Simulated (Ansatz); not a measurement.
From the elastic tensor of ZnSe at 11 GPa (stress–strain coefficients) to moduli and sound speeds

All numbers below come from Ansatz 0.2.0, DFT LDA, scalar-relativistic, plane waves, PAW. Cutoff 420 eV, 10×10×10 k-points (Γ-centred), fixed occupations. No spin polarisation.

The structure is cubic, space group F-43m (No. 216). The conventional cell has a = 5.354 Å, b = 5.354 Å, c = 5.354 Å, α = 90.00°, β = 90.00°, γ = 90.00°. Zn (site symmetry -43m) has 4 Se at 2.32 Å as nearest neighbours. Se (site symmetry -43m) has 4 Zn at 2.32 Å as nearest neighbours.

At this pressure the crystal is close to a known change of phase.

Relaxed-ion constants (GPa, on the Cartesian axes of the calculation):
```
140.1 107.7 107.7   0.0   0.0   0.0
107.7 140.1 107.7   0.0   0.0   0.0
107.7 107.7 140.1   0.0   0.0   0.0
  0.0   0.0   0.0  41.6   0.0   0.0
  0.0   0.0   0.0   0.0  41.6   0.0
  0.0   0.0   0.0   0.0   0.0  41.6
```

Density 6.248 g/cm³; 2 atoms in 38.36 Å³.

The values that follow are for a polycrystal of randomly turned grains, by Hill's mean where one number stands. In a crystal this anisotropic the Voigt and Reuss bounds lie far apart, so Hill's mean and the sound speeds and Debye temperature from it are rough.

```
Bulk modulus, Voigt / Reuss / Hill          : 118.5 / 118.5 / 118.5 GPa
Shear modulus, Voigt / Reuss / Hill         : 31.5 / 25.6 / 28.5 GPa
Young's modulus                             : 79 GPa
Poisson ratio                               : 0.389
Pugh ratio B/G                              : 4.16
Universal anisotropy index                  : 1.15
Longitudinal and transverse sound speeds    : 5005 and 2136 m/s
Debye temperature from the mean sound speed : 269 K
```

Cost: 1 run of about 1.5 core-minutes, on Intel Xeon 6975P-C (Granite Rapids) (shared hosts).

The tensor describes a crystal that resists compression far better than shear, and its weak point is the tetragonal shear governed by C11 − C12. With C11 at 140.1 GPa and C12 at 107.7 GPa, this resistance is less than half of C44. The reason lies in the tetrahedral network: to first order, a volume-conserving tetragonal strain changes only the bond angles, and bond-bending forces are weak in a partly ionic semiconductor. The shear measured by C44 also stretches bonds, though displacement of the two sublattices relieves part of the cost. The crystal is therefore stiffest along the cube diagonals and softest along the cube axes.

The cubic stability conditions are still met, so the lattice withstands small homogeneous strains at this pressure. That doesn't make zinc blende the phase of lowest enthalpy, since a first-order reconstructive transition can occur before any elastic constant vanishes. Nor does the Pugh ratio of 4.16 establish ductility: it reflects the low shear stiffness, whereas plastic flow in such a semiconductor depends on dislocation mobility.
